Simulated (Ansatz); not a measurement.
# Al: the cost of one run

Computed with Ansatz 0.2.0 (DFT PBE, scalar-relativistic, plane waves, PAW, unless a step's input says otherwise).

The COD entry's cell or inner coordinates are ideal or old and differ from later refinements, so a difference from it is no clean test against experiment.

1 further run of the same task is left out (set aside as unsound or not needed).

## 1. The structure to begin with

The structure is hexagonal, space group P6_3mc (No. 186). Conventional cell: a = 3.218 Å, b = 3.218 Å, c = 5.243 Å, α = 90.00°, β = 90.00°, γ = 120.00°. Around Ga (site symmetry 3m) lie 4 N at 1.97 to 1.98 Å. N (site symmetry 3m) is surrounded by 4 Ga at 1.97 to 1.98 Å.

As a file:

```
Ga N
1.0
     3.21843    0.00000    0.00000
    -1.60921    2.78724    0.00000
     0.00000    0.00000    5.24303
Ga N
2 2
Direct
  0.33333 0.66667 0.99913
  0.66667 0.33333 0.49913
  0.33333 0.66667 0.37587
  0.66667 0.33333 0.87587
```

It is the result of an earlier relaxation at this level (volume 11.76 Å³/atom; gap on the mesh: 1.71 eV).

## 2. Al strained to the base's plane

The (111) plane of Al is fitted to the (110) plane of GaN, a strain of +5.9 % along x and -2.4 % along y; the third vector and the atoms relax.

File input.yaml:

```yaml
crystal:
  lattice:
    - [5.2430304069, 0.0, 0.0]
    - [0.0, 5.5744824025, 0.0]
    - [-1.7476768023, 0.0, 2.2871241676]
  atoms:
    - { symbol: Al, position: [0.0, 0.5, 0.0] }
    - { symbol: Al, position: [0.5, 0.75, 0.0] }
    - { symbol: Al, position: [0.0, 0.0, 0.0] }
    - { symbol: Al, position: [0.5, 0.25, 0.0] }
basis:
  ecutwfc: 420
kpoints:
  mp_grid: { grid: [7, 6, 15] }
hamiltonian:
  xc: pbe
scf:
  occupations: { method: gaussian, width: 0.1 }
output:
  forces: true
  stress: true
  eigenvalues: true
relax:
  adjacent_minimum: "off"
  f_tol: 0.01
  max_steps: 50
  cell: { fix: [a, b, gamma], stress_tol: 0.1 }
```

Launch:

```console
$ ansatz run input.yaml --threads 4 --pin off --max-ram 10240MiB --backend cpu --events-out ev --progress --plain --runs-dir out
```

**Question.** How long does this run take on 4 threads of AMD EPYC 7R43 (Zen 3), shared host, and how much memory does it need?

About 11 s, with a peak of 0.53 GiB.
